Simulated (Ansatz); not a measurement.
# HfB2: the cost of one run

Program: Ansatz 0.2.0. Level of theory: DFT PBE, scalar-relativistic, plane waves, PAW. These are calculated values, not measurements.

1 further run of the same task is left out (set aside as unsound or not needed). Runs told in other sessions of the task aren't counted.

**1. The structure to begin with**

It takes space group P6/mmm (No. 191, hexagonal). The conventional cell has a = 3.146 Å, b = 3.146 Å, c = 3.485 Å, α = 90.00°, β = 90.00°, γ = 120.00°. Hf (site symmetry 6/mmm) has 12 B at 2.52 Å in its first shell of neighbours. B (site symmetry -6m2) has 3 B at 1.82 Å and 6 Hf at 2.52 Å in its first shell of neighbours.

As a file:

```
Hf B
1.0
     3.14599    0.00000    0.00000
    -1.57299    2.72450    0.00000
     0.00000    0.00000    3.48509
Hf B
1 2
Direct
  0.00000 0.00000 0.00000
  0.33333 0.66667 0.50000
  0.66667 0.33333 0.50000
```

It is the end of an earlier relaxation with the same method, from a generated guess; it is a trial structure. At a tolerance of 0.05 Å it has space group P6/mmm (No. 191); it has 9.96 Å³/atom, an uncorrected energy of -1.01 eV/atom over the elements.

**2. Static run: bands, density of states and charges**

Contents of input.yaml:

```yaml
crystal:
  lattice:
    - [3.1459859042, -2.9e-09, 0.0]
    - [-1.5729929496, 2.7245037144, 0.0]
    - [0.0, 0.0, 3.4850911159]
  atoms:
    - { symbol: Hf, position: [0.0, 0.0, 0.0] }
    - { symbol: B, position: [0.3333333333, 0.6666666667, 0.5] }
    - { symbol: B, position: [0.6666666667, 0.3333333333, 0.5] }
basis:
  ecutwfc: 420
kpoints:
  mp_grid: { grid: [18, 18, 14] }
  band_path:
    path:
      - [[0.0, 0.0, 0.0], [0.5, 0.0, 0.0], [0.33333333, 0.33333333, 0.0], [0.0, 0.0, 0.0], [0.0, 0.0, 0.5], [0.5, 0.0, 0.5], [0.33333333, 0.33333333, 0.5], [0.0, 0.0, 0.5]]
      - [[0.5, 0.0, 0.5], [0.5, 0.0, 0.0]]
      - [[0.33333333, 0.33333333, 0.5], [0.33333333, 0.33333333, 0.0]]
    npoints: 14
hamiltonian:
  xc: pbe
scf:
  occupations: { method: gaussian, width: 0.1 }
  n_extra_bands: 7
output:
  forces: true
  stress: true
  eigenvalues: true
  populations: true
  dos: { projected: true, de: 0.02, nscf_kmesh: { grid: [22, 22, 17] } }
  bader: true
  write_density: true
  write_potential: true
  elf: true
  volumetric_format: npy
```

Command:

```
$ ansatz run input.yaml --threads 1 --pin off --max-ram 2560MiB --backend cpu --events-out ev --progress --plain --runs-dir out
```

What time and memory should one allow on 1 thread of Arm Neoverse N1, shared host?

About 60 s, with a peak of 0.46 GiB.
